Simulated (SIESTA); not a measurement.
**Pb in SIESTA: convergence with Tolerance**

Pb:

```
Pb
1.0
    -0.00696    2.46968    2.44843
     2.44759   -0.02698    2.46845
     2.45382    2.49594   -0.03322
Pb
1
Direct
  0.98764 0.00709 0.01656
```

The cell isn't the ideal one: cell strained at random at fixed volume.

```yaml
Program: SIESTA 5.4.2
Task: single point
Functional: LDA
Potentials_or_basis: PseudoDojo 0.4 standard (LDA files)
Basis: DZP (energy shift 0.003 Ry; two zetas on semicore shells)
Grid_cutoff: 500 Ry
Energy_shift: 0.003 Ry
k_mesh: 7 × 7 × 7
Occupations: fermi-dirac, width 0.05 eV
Spin: no spin polarisation
```

These are the settings of the first run; the series varies Tolerance, with any setting tied to it.

Hardware: 1 thread of Arm Neoverse V1, with other jobs on the host.

```tsv
Tolerance	energy less the tightest run, at zero smearing (meV/atom)	pressure (GPa)	SCF cycles	CPU time (s)	peak memory (GiB)
0.1	14.68	-0.47	2	9.4	0.19
0.01	0.01	-0.88	4	12	0.19
0.001	0.00	-0.88	6	14	0.19
0.0001	0.00	-0.88	7	16	0.19
1e-05	0.00	-0.88	8	17	0.19
1e-06	0.00	-0.88	8	17	0.19
```

Against the tightest run, the energy stays within 1 meV/atom from 0.01 on; the pressure stays within 0.1 GPa from 0.01 on. The tightest run that finished is the yardstick and may itself not be fully converged.

Caveat, for the tightest run too: the basis of atomic orbitals isn't converged, which shifts pressures, moduli and gaps. The run has no spin-orbit coupling, so splittings on Pb are missing.
